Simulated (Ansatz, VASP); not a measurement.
**Two plane-wave programs on AlN**

```
Al N
1.0
     3.13028    0.00000    0.00000
    -1.56514    2.71090    0.00000
     0.00000    0.00000    5.04282
Al N
2 2
Direct
  0.33333 0.66667 0.00068
  0.66667 0.33333 0.50068
  0.33333 0.66667 0.38132
  0.66667 0.33333 0.88132
```

Alike in both runs: functional PBE; k mesh 8 × 8 × 5; no spin polarisation.

Ansatz relaxed the structure, and its values are those at the end. VASP's run is a single point on that final structure, the one shown.

|  | VASP | Ansatz |
| --- | --- | --- |
| version | VASP 6.6.1 | Ansatz 0.2.0 |
| potentials or method | VASP PAW PBE potentials, release 64 (Al, N) | scalar-relativistic, plane waves, PAW |
| plane-wave cutoff (eV) | 520 | 420 |
| occupations | gaussian, width 0.01 eV | fixed |
| valence electrons in the cell | 16 | 16 |

Ansatz gave:

| Item | Value |
| --- | --- |
| gap on the k mesh at the Fermi level (eV) | 4.01 |
| least direct gap on the mesh (eV) | 4.01 |
| pressure (GPa) | -0.9 |

Problem. Estimate VASP's values.

Solution. gap on the k mesh at the Fermi level (eV): 4.02; least direct gap on the mesh (eV): 4.02; pressure (GPa): -1.2.

Ansatz warned: «stress_scf_threshold_loose».

As with any semilocal functional, this PBE gap is likely too small.
